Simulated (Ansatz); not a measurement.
Crystal: FeO.

```
CELL_PARAMETERS angstrom
0.00000 2.15540 2.15540
2.15540 0.00000 2.15540
2.15540 2.15540 0.00000
ATOMIC_POSITIONS crystal
Fe 0.00000 0.00000 0.00000
O 0.50000 0.50000 0.50000
```

| Item | Value |
| --- | --- |
| Program | Ansatz 0.2.0 |
| Task | relaxation of cell and atoms |
| Functional | PBE |
| Potentials or basis | Ansatz PAW |
| Cutoff | 420 eV (not typed: the program's choice for these potentials) |
| k mesh | 11 × 11 × 11 |
| Occupations | fermi-dirac, width 0.05 eV |
| Spin | collinear spin, ferromagnetic start |
| Starting moments | [3.0, 0.0] μB |
| Hubbard terms | Fe d U = 3 eV |

At the start: volume 10.01 Å³/atom.

How do energy, volume and symmetry change on relaxing?

It ends after 14 steps and the volume is 10.56 Å³/atom (+5.4 %); space group R-3m (No. 166, to 0.05 Å); moment 4.00 μB per cell.

Step by step:
```csv
step,energy change (eV),largest force (eV/Å),volume (Å³)
1,0.0000,0.0000,20.03
2,-0.0007,0.0000,20.17
3,-0.0005,0.0000,20.24
4,-0.0015,0.0000,20.24
5,-0.0015,0.0000,20.25
6,-0.0016,0.0000,20.25
7,-0.4316,0.0000,20.25
8,-0.4578,0.0000,20.77
9,-0.4591,0.0000,21.07
10,-0.4590,0.0000,21.09
11,-0.4638,0.0000,21.09
12,-0.4637,0.0000,21.12
13,-0.4638,0.0000,21.12
14,-0.4638,0.0000,21.12
```

Final structure:
```yaml
crystal:
  lattice:
    - [-0.06359, 2.16248, 2.16248]
    - [2.16248, -0.06359, 2.16248]
    - [2.16248, 2.16248, -0.06359]
  atoms:
    - { symbol: Fe, position: [0.00000, 0.00000, 0.00000] }
    - { symbol: O, position: [0.50000, 0.50000, 0.50000] }
```

Caveat: the magnetic or orbital state may not be the lowest; the electronic state changed during the relaxation; the plane-wave basis is chosen anew once the cell has moved, so the energies of steps on either side of that aren't comparable; the pressure holds a Pulay correction of +0.6 GPa for the finite cutoff; a cell with one magnetic atom can't hold antiferromagnetic order, which such compounds often take.
